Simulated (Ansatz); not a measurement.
# Molybdenum, beta-Sn type under RPBE: structure, energy and stiffness

Aim: take molybdenum in the beta-Sn type structure, relax it, solve it on a dense k-mesh, then scale the cell to 7 volumes from 88 to 112 % of the relaxed one and try a fit of the equation of state. Spin polarisation is left out. The k-meshes are 13×13×9 for the relaxation; 22×22×12 for the dense run; 15×15×8 for the volumes.

Method: DFT RPBE, plane waves (420 eV) with PAW, scalar-relativistic; PBE-made PAW files, in Ansatz 0.2.0.

### Step 1. The system as given

The structure is tetragonal, space group I4_1/amd (No. 141). The conventional cell has a = 4.931 Å, b = 4.931 Å, c = 2.692 Å, α = 90.00°, β = 90.00°, γ = 90.00°. Mo (site symmetry -4m2) has 6 Mo at 2.56 to 2.69 Å as nearest neighbours.

As a file:

```
Mo
1.0
    -2.46557    2.46557    1.34620
     2.46557   -2.46557    1.34620
     2.46557    2.46557   -1.34620
Mo
2
Direct
  0.00000 0.00000 0.00000
  0.75000 0.25000 0.50000
```

### Step 2. Relaxing cell and atoms

input.yaml

```yaml
crystal:
  lattice:
    - [-2.4655682571, 2.4655682571, 1.3462002684]
    - [2.4655682571, -2.4655682571, 1.3462002684]
    - [2.4655682571, 2.4655682571, -1.3462002684]
  atoms:
    - { symbol: Mo, position: [0.0, 0.0, 0.0] }
    - { symbol: Mo, position: [0.75, 0.25, 0.5] }
hamiltonian:
  xc: rpbe
  pseudopotentials:
    kind: paw
    azcp:
      Mo: "pseudopotentials/Mo.paw.azcp"
basis:
  ecutwfc: 420
  fft_grid_basis: typed
kpoints:
  mp_grid: { grid: [13, 13, 9], shift: [0, 0, 0] }
magnetization:
  spin_polarized: false
scf:
  occupations: { method: fermi_dirac, width: 0.1 }
relax:
  max_steps: 60
  f_tol: 0.01
  cell: {}
```

The log of the run:

```text
Warning: crystal.symmetry: narrowed to the stabiliser of the k-point mesh — unitary ops 16 → 4; excluded 12 operations that carry a point of the 13×13×9 mesh (shift [0, 0, 0]) off the mesh (the run samples exactly the mesh kpoints.mp_grid names, as under crystal.symmetry.detect: false, and its converged state has the mesh's symmetry, not the crystal's; ε∞, the Born charges and the force constants of a linear response (`dielectric:` by the response, `phonons.method: dfpt`) are averaged over those of the crystal's operations that the state keeps within a tolerance, where `mesh_tensors`, `unaveraged_element` or `gamma_mean_max_change_ev_ang2` stands beside them; a row that `dielectric.field_direction` solves alone is averaged likewise, with nothing beside; a Γ-centred mesh of equal divisions is mapped onto itself by every operation and keeps the whole group, as does a half-shifted one under kpoints.further_shifts: images)
Warning: RAYON_NUM_THREADS=2 ignored (pool sized by the plan → 2); use --threads N
Engine: ansatz 0.2.0, x86_64-unknown-linux-gnu
Pseudopotentials: kind: paw
Pseudopotential: Mo, paw, valence charge 14, recommended cutoff 420 eV (normal), <dir>
Functional definition: RPBE
  parameter kappa = 0.804
  parameter beta = 0.06672455060314922
  exchange = rpbe_x(kappa = kappa, mu = beta*pi^2/3)
  correlation = pbe_c(beta = beta)
Crystal: 2 atoms, lattice volume = 32.734 Å³
Basis set: ecut = 420 eV, 633 PW (Γ), exchange–correlation on 50×50×50 points (8 copies of the dense FFT grid, shifted against one another)
Bands: 18, of which v1, the nominal top of the filled ones, is band 14 counted from 1 (13 counted from 0)
Symmetry: 4 space group operations
k-points: 413 of 1521
Non-local potential: Mo, projectors of the file, l = 0: 3, l = 1: 2, l = 2: 2, l = 3: 1
PAW form: soft (Blöchl's): semilocal exchange-correlation on the pseudo side does not see the compensation charge
PAW frozen core: Mo, regenerated for the run's functional, and the local potential with it (the file was generated under x = pbe(κ = 0.804, μ = 0.2195149727645171), c = pbe(β = 0.06672455060314922))
PAW one-centre angular grid: Mo, 590 points (default); XC on 64 Gauss nodes
Initial density: superposition of atomic densities (neutral atoms: chi_scale 0, normalization atom), corrected by the library's trained network
Initial wavefunctions: pseudopotential atomic-orbital guess
Functional: x = rpbe, c = pbe(β = 0.06672455060314922)
SCF iter   1: F=—  HF=-9924.367900 eV  |F-HF|=—  |Δ(HF+E_count)|=         —  Δρ=5.28e-3  dr2=4.49e-3  ethr=1.77e-3  ⟨swp⟩=5.1  Hψ=34099  notcnv=0
preconditioner: auto → none  [metal: Δε(μ)=0.003 eV  Ē_g=4.492 eV  σ=0.100 eV  W_gap=0.01  n_scr=8 (ndim 8)  ℏωp=22.5 eV  f_vac=0.000  D(μ)=1.87/eV (n_scr^D=16)  sad-step TF]
SCF iter   2: F=—  HF=-9924.366865 eV  |F-HF|=—  |Δ(HF+E_count)|=   1.04e-3  Δρ=2.88e-3  dr2=1.38e-3  ethr=1.60e-5  ⟨swp⟩=1.2  Hψ=10964  notcnv=0
SCF iter   3: F=—  HF=-9924.366643 eV  |F-HF|=—  |Δ(HF+E_count)|=   2.22e-4  Δρ=2.42e-4  dr2=1.09e-5  ethr=4.92e-6  ⟨swp⟩=2.8  Hψ=13228  notcnv=0
SCF iter   4: F=—  HF=-9924.366643 eV  |F-HF|=—  |Δ(HF+E_count)|=   7.05e-9  Δρ=8.52e-5  dr2=2.27e-6  ethr=3.89e-8  ⟨swp⟩=2.0  Hψ=13427  notcnv=0
iter 5 did not close the SCF: its close was put off for the readings that it lacked (scf_convergence_deferred on its scf_iter line)
SCF iter   5: F=-9924.366642 eV  HF=-9924.366642 eV  |F-HF|=2.37e-9  |Δ(HF+E_count)|=   6.71e-7  Δρ=1.22e-5  dr2=2.11e-8  ethr=8.10e-9  ⟨swp⟩=2.8  Hψ=14139  notcnv=0
SCF iter   6: F=-9924.366642 eV  HF=-9924.366642 eV  |F-HF|=2.40e-9  |Δ(HF+E_count)|=   4.80e-9  Δρ=2.52e-6  dr2=3.04e-9  ethr=7.55e-11  ⟨swp⟩=2.0  Hψ=27175  notcnv=0
SCF 1 converged in 6 iterations: F = -9924.366642 eV  dr2 = 3.04e-9
relax step   1: F+E_penalty+E_count = -9924.36664185 eV  Δ(F+E_penalty+E_count) = +0.000e0 eV  max|allowed force component| = 4.278e-3 eV/Å  Δτ_max = 0.0000 Å  P = +10.325 GPa  Ω = 32.734 Å³  (6 SCF iters, dr2 threshold 1.00e-7 eV, accepted)
Crystal: 2 atoms, lattice volume = 36.031 Å³
Basis set: ecut = 420 eV, 717 PW (Γ), exchange–correlation on 50×50×50 points (8 copies of the dense FFT grid, shifted against one another)
Initial density: handed on by an earlier stage of this run
Initial wavefunctions: those handed on with the density
iter 1 solved again at ethr=2.01e-5 eV; its pass at ethr=3.10e-3 eV (dr2=5.64e-3 eV) is discarded
SCF iter   1: F=—  HF=-9924.384475 eV  |F-HF|=—  |Δ(HF+E_count)|=         —  Δρ=5.11e-3  dr2=6.18e-3  ethr=2.01e-5  ⟨swp⟩=2.1  Hψ=48775  notcnv=0
preconditioner: auto → Kerker (q_TF=auto, 2.616 Å⁻¹)  [metal: Δε(μ)=0.005 eV  Ē_g=4.014 eV  σ=0.100 eV  W_gap=0.01  n_scr=16 (ndim 8)  ℏωp=21.4 eV  f_vac=0.000  D(μ)=2.20/eV (n_scr^D=16)]
SCF iter   2: F=—  HF=-9924.385118 eV  |F-HF|=—  |Δ(HF+E_count)|=   6.42e-4  Δρ=3.03e-3  dr2=2.30e-3  ethr=2.01e-5  ⟨swp⟩=1.0  Hψ=7434  notcnv=0
SCF iter   3: F=—  HF=-9924.385298 eV  |F-HF|=—  |Δ(HF+E_count)|=   1.80e-4  Δρ=3.98e-4  dr2=5.34e-5  ethr=8.21e-6  ⟨swp⟩=2.6  Hψ=12172  notcnv=0
SCF iter   4: F=—  HF=-9924.385296 eV  |F-HF|=—  |Δ(HF+E_count)|=   1.79e-6  Δρ=8.05e-5  dr2=1.32e-6  ethr=1.91e-7  ⟨swp⟩=2.1  Hψ=9889  notcnv=0
iter 5 did not close the SCF: its close was put off for the readings that it lacked (scf_convergence_deferred on its scf_iter line)
SCF iter   5: F=-9924.385296 eV  HF=-9924.385296 eV  |F-HF|=1.48e-8  |Δ(HF+E_count)|=   1.02e-7  Δρ=1.81e-5  dr2=8.08e-8  ethr=4.73e-9  ⟨swp⟩=2.6  Hψ=12244  notcnv=0
SCF iter   6: F=-9924.385296 eV  HF=-9924.385296 eV  |F-HF|=4.73e-11  |Δ(HF+E_count)|=   1.68e-8  Δρ=2.64e-6  dr2=1.64e-9  ethr=2.88e-10  ⟨swp⟩=2.0  Hψ=22383  notcnv=0
SCF 2 converged in 6 iterations: F = -9924.385296 eV  dr2 = 1.64e-9
relax step   2: F+E_penalty+E_count = -9924.38529586 eV  Δ(F+E_penalty+E_count) = -1.865e-2 eV  max|allowed force component| = 1.179e-3 eV/Å  Δτ_max = 0.0005 Å  P = -8.639 GPa  Ω = 36.031 Å³  energy of the carried Pulay correction = -1.215e-3 eV  (6 SCF iters, dr2 threshold 2.00e-7 eV, accepted)
Crystal: 2 atoms, lattice volume = 34.533 Å³
Basis set: ecut = 420 eV, 673 PW (Γ), exchange–correlation on 50×50×50 points (8 copies of the dense FFT grid, shifted against one another)
iter 1 solved again at ethr=1.26e-6 eV; its pass at ethr=3.10e-3 eV (dr2=3.52e-4 eV) is discarded
SCF iter   1: F=—  HF=-9924.433606 eV  |F-HF|=—  |Δ(HF+E_count)|=         —  Δρ=1.70e-3  dr2=3.41e-4  ethr=1.26e-6  ⟨swp⟩=2.2  Hψ=48543  notcnv=0
preconditioner: auto → none  [metal: Δε(μ)=0.007 eV  Ē_g=4.224 eV  σ=0.100 eV  W_gap=0.02  n_scr=8 (ndim 8)  ℏωp=21.9 eV  f_vac=0.000  D(μ)=2.04/eV (n_scr^D=16)]
SCF iter   2: F=—  HF=-9924.433876 eV  |F-HF|=—  |Δ(HF+E_count)|=   2.71e-4  Δρ=8.87e-4  dr2=8.37e-5  ethr=1.22e-6  ⟨swp⟩=1.0  Hψ=7434  notcnv=0
SCF iter   3: F=—  HF=-9924.433980 eV  |F-HF|=—  |Δ(HF+E_count)|=   1.04e-4  Δρ=8.55e-5  dr2=2.32e-6  ethr=2.99e-7  ⟨swp⟩=2.0  Hψ=12437  notcnv=0
iter 4 did not close the SCF: its close was put off for the readings that it lacked (scf_convergence_deferred on its scf_iter line)
SCF iter   4: F=-9924.433980 eV  HF=-9924.433980 eV  |F-HF|=1.37e-8  |Δ(HF+E_count)|=   7.79e-7  Δρ=1.84e-5  dr2=3.80e-8  ethr=8.30e-9  ⟨swp⟩=2.1  Hψ=12564  notcnv=0
iter 5 did not close the SCF: its close was put off for the readings that it lacked (scf_convergence_deferred on its scf_iter line)
SCF iter   5: F=-9924.433980 eV  HF=-9924.433980 eV  |F-HF|=9.40e-10  |Δ(HF+E_count)|=   1.72e-8  Δρ=2.68e-6  dr2=1.75e-9  ethr=1.36e-10  ⟨swp⟩=2.7  Hψ=14122  notcnv=0
SCF iter   6: F=-9924.433980 eV  HF=-9924.433980 eV  |F-HF|=1.02e-10  |Δ(HF+E_count)|=  2.09e-10  Δρ=4.57e-7  dr2=1.35e-10  ethr=6.26e-12  ⟨swp⟩=1.0  Hψ=23747  notcnv=0
SCF 3 converged in 6 iterations: F = -9924.433980 eV  dr2 = 1.35e-10
relax step   3: F+E_penalty+E_count = -9924.43397963 eV  Δ(F+E_penalty+E_count) = -4.868e-2 eV  max|allowed force component| = 1.680e-3 eV/Å  Δτ_max = 0.0000 Å  P = -1.279 GPa  Ω = 34.533 Å³  energy of the carried Pulay correction = -6.850e-4 eV  (6 SCF iters, dr2 threshold 2.00e-7 eV, accepted)
[... from here on, the SCF cycles and remarks between the steps are left out ...]
relax step   4: F+E_penalty+E_count = -9924.43982570 eV  Δ(F+E_penalty+E_count) = -5.846e-3 eV  max|allowed force component| = 2.803e-3 eV/Å  Δτ_max = 0.0001 Å  P = +0.259 GPa  Ω = 34.256 Å³  energy of the carried Pulay correction = -5.880e-4 eV  (6 SCF iters, dr2 threshold 2.00e-7 eV, accepted)
relax step   5: F+E_penalty+E_count = -9924.52320784 eV  Δ(F+E_penalty+E_count) = -8.338e-2 eV  max|allowed force component| = 5.990e-5 eV/Å  Δτ_max = 0.0008 Å  P = +6.152 GPa  Ω = 33.248 Å³  energy of the carried Pulay correction = -2.360e-4 eV  (6 SCF iters, dr2 threshold 2.00e-7 eV, accepted)
relax step   6: F+E_penalty+E_count = -9924.72701849 eV  Δ(F+E_penalty+E_count) = -2.038e-1 eV  max|allowed force component| = 4.171e-3 eV/Å  Δτ_max = 0.0004 Å  P = +5.022 GPa  Ω = 33.231 Å³  energy of the carried Pulay correction = -2.407e-4 eV  (6 SCF iters, dr2 threshold 2.00e-7 eV, accepted)
relax step   7: F+E_penalty+E_count = -9925.00181524 eV  Δ(F+E_penalty+E_count) = -2.748e-1 eV  max|allowed force component| = 1.584e-3 eV/Å  Δτ_max = 0.0002 Å  P = +3.773 GPa  Ω = 33.069 Å³  energy of the carried Pulay correction = -1.894e-4 eV  (6 SCF iters, dr2 threshold 2.00e-7 eV, accepted)
relax step   8: F+E_penalty+E_count = -9925.26288961 eV  Δ(F+E_penalty+E_count) = -2.611e-1 eV  max|allowed force component| = 6.404e-3 eV/Å  Δτ_max = 0.0003 Å  P = +3.606 GPa  Ω = 32.624 Å³  energy of the carried Pulay correction = -2.945e-5 eV  (6 SCF iters, dr2 threshold 2.00e-7 eV, accepted)
relax step   9: F+E_penalty+E_count = -9925.52167644 eV  Δ(F+E_penalty+E_count) = -2.588e-1 eV  max|allowed force component| = 4.711e-3 eV/Å  Δτ_max = 0.0009 Å  P = -2.350 GPa  Ω = 32.798 Å³  energy of the carried Pulay correction = -8.213e-5 eV  (6 SCF iters, dr2 threshold 2.00e-7 eV, accepted)
relax step  10: F+E_penalty+E_count = -9925.50055983 eV  Δ(F+E_penalty+E_count) = +2.112e-2 eV  max|allowed force component| = 2.129e-4 eV/Å  Δτ_max = 0.0001 Å  P = +9.426 GPa  Ω = 31.092 Å³  energy of the carried Pulay correction = +5.895e-4 eV  (6 SCF iters, dr2 threshold 2.00e-7 eV, rejected (line search))
relax step  11: F+E_penalty+E_count = -9925.56845545 eV  Δ(F+E_penalty+E_count) = -4.678e-2 eV  max|allowed force component| = 2.908e-4 eV/Å  Δτ_max = 0.0007 Å  P = -0.074 GPa  Ω = 32.375 Å³  energy of the carried Pulay correction = +9.626e-5 eV  (7 SCF iters, accepted)
relax step  12: F+E_penalty+E_count = -9925.57162544 eV  Δ(F+E_penalty+E_count) = -3.170e-3 eV  max|allowed force component| = 2.749e-4 eV/Å  Δτ_max = 0.0001 Å  P = -0.038 GPa  Ω = 32.385 Å³  energy of the carried Pulay correction = +9.924e-5 eV  (6 SCF iters, dr2 threshold 2.00e-7 eV, accepted)
relax step  13: F+E_penalty+E_count = -9925.57166010 eV  Δ(F+E_penalty+E_count) = -3.466e-5 eV  max|allowed force component| = 5.473e-5 eV/Å  Δτ_max = 0.0002 Å  P = -0.015 GPa  Ω = 32.386 Å³  energy of the carried Pulay correction = +9.968e-5 eV  (6 SCF iters, dr2 threshold 1.32e-7 eV, accepted)
relax step  14: F+E_penalty+E_count = -9925.61732456 eV  Δ(F+E_penalty+E_count) = -4.566e-2 eV  max|allowed force component| = 1.366e-6 eV/Å  Δτ_max = 0.0000 Å  P = +1.946 GPa  Ω = 32.386 Å³  stress off target by 5.48e0 GPa  SCF on the basis re-selected at this cell (its energy is not comparable with the rows above)  (6 SCF iters)
relax step  15: F+E_penalty+E_count = -9925.62592584 eV  Δ(F+E_penalty+E_count) = -8.601e-3 eV  max|allowed force component| = 1.025e-3 eV/Å  Δτ_max = 0.0002 Å  P = +0.490 GPa  Ω = 32.548 Å³  energy of the carried Pulay correction = -5.742e-5 eV  (6 SCF iters, dr2 threshold 2.00e-7 eV, accepted)
relax step  16: F+E_penalty+E_count = -9925.62481636 eV  Δ(F+E_penalty+E_count) = +1.109e-3 eV  max|allowed force component| = 1.585e-2 eV/Å  Δτ_max = 0.0063 Å  P = -1.067 GPa  Ω = 32.745 Å³  energy of the carried Pulay correction = -1.280e-4 eV  (6 SCF iters, dr2 threshold 2.00e-7 eV, rejected (line search))
relax step  17: F+E_penalty+E_count = -9925.62656087 eV  Δ(F+E_penalty+E_count) = -6.350e-4 eV  max|allowed force component| = 4.692e-4 eV/Å  Δτ_max = 0.0002 Å  P = +0.003 GPa  Ω = 32.606 Å³  energy of the carried Pulay correction = -7.777e-5 eV  (6 SCF iters, accepted)
relax step  18: F+E_penalty+E_count = -9925.62656347 eV  Δ(F+E_penalty+E_count) = -2.595e-6 eV  max|allowed force component| = 2.212e-4 eV/Å  Δτ_max = 0.0000 Å  P = +0.004 GPa  Ω = 32.605 Å³  energy of the carried Pulay correction = -7.735e-5 eV  (7 SCF iters, dr2 threshold 8.38e-9 eV, accepted)
iter 1 solved again at ethr=4.36e-8 eV; its pass at ethr=3.10e-3 eV (dr2=1.22e-5 eV) is discarded
SCF iter   1: F=—  HF=-9925.626629 eV  |F-HF|=—  |Δ(HF+E_count)|=         —  Δρ=1.10e-4  dr2=1.78e-7  ethr=4.36e-8  ⟨swp⟩=3.0  Hψ=53312  notcnv=0
SCF iter   2: F=—  HF=-9925.626633 eV  |F-HF|=—  |Δ(HF+E_count)|=   4.44e-6  Δρ=5.44e-5  dr2=3.70e-8  ethr=6.36e-10  ⟨swp⟩=2.1  Hψ=13028  notcnv=0
SCF iter   3: F=—  HF=-9925.626635 eV  |F-HF|=—  |Δ(HF+E_count)|=   1.82e-6  Δρ=4.55e-6  dr2=4.04e-10  ethr=1.32e-10  ⟨swp⟩=2.8  Hψ=12482  notcnv=0
iter 4 did not close the SCF: its close was put off for the readings that it lacked (scf_convergence_deferred on its scf_iter line)
SCF iter   4: F=-9925.626635 eV  HF=-9925.626635 eV  |F-HF|=4.00e-11  |Δ(HF+E_count)|=   1.25e-8  Δρ=4.22e-7  dr2=1.54e-11  ethr=1.44e-12  ⟨swp⟩=2.1  Hψ=12365  notcnv=0
iter 5 did not close the SCF: its close was put off for the readings that it lacked (scf_convergence_deferred on its scf_iter line)
SCF iter   5: F=-9925.626635 eV  HF=-9925.626635 eV  |F-HF|=1.82e-12  |Δ(HF+E_count)|=  4.55e-11  Δρ=8.50e-8  dr2=1.66e-12  ethr=1.00e-12  ⟨swp⟩=1.0  Hψ=7434  notcnv=0
iter 6 did not close the SCF: its close was put off for the readings that it lacked (scf_convergence_deferred on its scf_iter line)
SCF iter   6: F=-9925.626635 eV  HF=-9925.626635 eV  |F-HF|=3.64e-12  |Δ(HF+E_count)|=  1.82e-12  Δρ=1.94e-8  dr2=2.24e-14  ethr=1.00e-12  ⟨swp⟩=1.0  Hψ=7434  notcnv=0
iter 7 did not close the SCF: its close was put off for the readings that it lacked (scf_convergence_deferred on its scf_iter line)
SCF iter   7: F=-9925.626635 eV  HF=-9925.626635 eV  |F-HF|=3.64e-12  |Δ(HF+E_count)|=  3.64e-12  Δρ=4.63e-9  dr2=2.86e-15  ethr=1.00e-12  ⟨swp⟩=1.0  Hψ=7434  notcnv=0
SCF iter   8: F=-9925.626635 eV  HF=-9925.626635 eV  |F-HF|=7.28e-12  |Δ(HF+E_count)|=  7.28e-12  Δρ=8.41e-10  dr2=7.81e-17  ethr=1.00e-12  ⟨swp⟩=2.0  Hψ=21503  notcnv=0
SCF 19 converged in 8 iterations: F = -9925.626635 eV  dr2 = 7.81e-17
relax step  19: F+E_penalty+E_count = -9925.62663499 eV  Δ(F+E_penalty+E_count) = -7.153e-5 eV  max|allowed force component| = 2.218e-4 eV/Å  Δτ_max = 0.0000 Å  P = +0.002 GPa  Ω = 32.605 Å³  stress off target by 5.04e-3 GPa  SCF on the basis re-selected at this cell (its energy is not comparable with the rows above)  (8 SCF iters)
basis re-selected at this cell: Δ(F+E_penalty+E_count) = -7.153e-5 eV, ΔP = -0.002 GPa vs the last step (what re-selecting the basis moved, of the pressure what is left beyond the Pulay correction that the steps carried, after the strain that the cell walked since its last selection, with what the two solves' SCF thresholds leave and, on support functions, any second-order correction that the steps lacked; it is no measure of the basis error at this ecutwfc). This SCF's stress stands 5.04e-3 GPa from its target on what of the cell is left free (relax.cell.stress_tol is 5.00e-2 GPa) and its largest allowed force component is 2.22e-4 eV/Å (relax.f_tol is 1.00e-2 eV/Å): within both
SCF converged after 8 iterations
Free energy (F): -9925.626635 eV
Harris-Foulkes:  -9925.626635 eV  (|F-HF|=7.28e-12)
Internal energy: -9925.575056 eV  (E = F + TS)
E sigma→0 (E₀):  -9925.600846 eV
Entropy (-TS):   -0.051579 eV (-25.789 meV/atom)
Fermi energy:    19.965003 eV
--- Per-component energies (eV) ---
  E_band       = -133.732492
  E_kinetic    = 880.414676
  E_local      = -1643.364072  (includes V_loc(G=0)·N_el)
  E_nonlocal   = 284.080391
  E_hartree    = 544.263255
  E_xc         = -366.682621
  E_vxc        = -457.024681  (∫ρ·V_xc dr)
  E_paw        = -6416.134056  (= ΣΔE_a)
  E_vpaw       = -286.365412  (= ΣTr[D̂ρ^β])
  E_aug_tail   = 0.000097  (compensation charges beyond the density's cutoff)
  E_ewald      = -3207.970560
  E_core_change = -0.182165  (= ΣΔE_core)
  E_smearing   = -0.051579  (= −TS)
  E_closure    = 0.000000  (closes the sum)
  Σ components = -9925.626635   (vs F -9925.626635, Δ=0.00e0)
--- Forces (eV/Å), atoms counted from 1 ---
  atom   1  Mo     0.00022181    -0.00022181    -0.00000000
  atom   2  Mo    -0.00022181     0.00022181     0.00000000
  max |Σ_I F_I| component: 0.00e0 eV/Å
--- Stress (GPa, compression-positive) ---
        0.002701      -0.002265       0.003510
       -0.002265       0.002701       0.003510
        0.003510       0.003510      -0.000534
  P = ⅓ Tr σ = 0.0016 GPa (0.016 kbar)
--- Band table (eV; the first three rows and the last of 413) ---
  k-point 0: bands = ["-41.0734", "-40.8094", "-15.7133", "-14.8905", "-14.5250", "-14.3682", "-14.3611", "-14.2964", "13.1331", "15.1931", "17.6337", "17.8432", "18.8570", "20.4373", "20.8505", "20.8843", "21.8579", "22.1154"]
  k-point 1: bands = ["-41.0656", "-40.8176", "-15.6731", "-14.8819", "-14.5430", "-14.3612", "-14.3591", "-14.3420", "13.2656", "15.2296", "17.6345", "17.8193", "18.9296", "20.2138", "20.9045", "21.0016", "21.4800", "22.0095"]
  k-point 2: bands = ["-41.0432", "-40.8410", "-15.5565", "-14.8566", "-14.5874", "-14.4722", "-14.3537", "-14.3482", "13.6437", "15.3139", "17.6572", "17.7725", "19.1466", "19.7389", "20.5517", "21.0647", "21.1857", "21.6803"]
  k-point 412: bands = ["-40.8817", "-40.8761", "-15.6250", "-15.6110", "-14.5967", "-14.5698", "-14.4425", "-14.4389", "15.2092", "15.2638", "16.7419", "16.7477", "20.8796", "20.9756", "21.7760", "21.8067", "23.2306", "23.2919"]
--- Relaxed structure (17 steps of the walk, 15 accepted, 2 SCFs on fresh bases) ---
  F+E_penalty+E_count = -9925.62663499 eV   max|allowed force component| = 2.218e-4 eV/Å   (the final SCF, on the basis selected at the relaxed cell)
  cell:  # Å, volume = 32.6053 Å³
    - [-1.9273826822639404, 1.9271683507734176, 1.333026282296226]
    - [1.9271683507734176, -1.9273826822639404, 1.333026282296226]
    - [3.1729257725472855, 3.1729257725472855, -1.3334188308136599]
  atoms:
    - { symbol: Mo, position: [-3.861911125813287e-5, 3.8619111258132824e-5, -4.0657581719715473e-20] }
    - { symbol: Mo, position: [0.7500386191112582, 0.24996138088874187, 0.5000000000000001] }
```

It took 99 s on 2 threads of an x86-64 CPU, shared host; peak memory 0.6 GiB.

The walk, from the log:

| step | energy change (meV/atom) | largest force (eV/Å) | pressure (GPa) | volume (Å³/atom) | accepted |
| --- | --- | --- | --- | --- | --- |
| 1 | 0.00 | 0.0043 | 10.32 | 16.367 | yes |
| 2 | -9.33 | 0.0012 | -8.64 | 18.016 | yes |
| 3 | -33.67 | 0.0017 | -1.28 | 17.267 | yes |
| 4 | -36.59 | 0.0028 | 0.26 | 17.128 | yes |
| 5 | -78.28 | 0.0001 | 6.15 | 16.624 | yes |
| 6 | -180.19 | 0.0042 | 5.02 | 16.616 | yes |
| 7 | -317.59 | 0.0016 | 3.77 | 16.535 | yes |
| 8 | -448.12 | 0.0064 | 3.61 | 16.312 | yes |
| 9 | -577.52 | 0.0047 | -2.35 | 16.399 | yes |
| 10 | -566.96 | 0.0002 | 9.43 | 15.546 | no |
| 11 | -600.91 | 0.0003 | -0.07 | 16.187 | yes |
| 12 | -602.49 | 0.0003 | -0.04 | 16.192 | yes |
| 13 | -602.51 | 0.0001 | -0.02 | 16.193 | yes |
| 14 | -625.34 | 0.0000 | 1.95 | 16.193 | yes |
| 15 | -629.64 | 0.0010 | 0.49 | 16.274 | yes |
| 16 | -629.09 | 0.0158 | -1.07 | 16.373 | no |
| 17 | -629.96 | 0.0005 | 0.00 | 16.303 | yes |
| 18 | -629.96 | 0.0002 | 0.00 | 16.303 | yes |
| 19 | -630.00 | 0.0002 | 0.00 | 16.303 | yes |

Steps that repeat a cell are solved on a basis chosen anew, so their changes of energy are no gain of the relaxation.

Changes in the cell that was computed:

|  | before | after | change |
| --- | --- | --- | --- |
| a (Å) | 3.738 | 3.034 | -18.8 % |
| b (Å) | 3.738 | 3.034 | -18.8 % |
| c (Å) | 3.738 | 4.681 | +25.2 % |
| α (°) | 97.45 | 97.19 | -0.3 % |
| β (°) | 97.45 | 97.19 | -0.3 % |
| γ (°) | 137.78 | 127.88 | -7.2 % |
| volume (Å³/atom) | 16.367 | 16.303 | -0.4 % |
| shortest distance (Å) | 2.556 | 2.666 | +4.3 % |
| space group (spins left aside) | I4_1/amd | Fddd | changed |

[end of part 1 of 2]
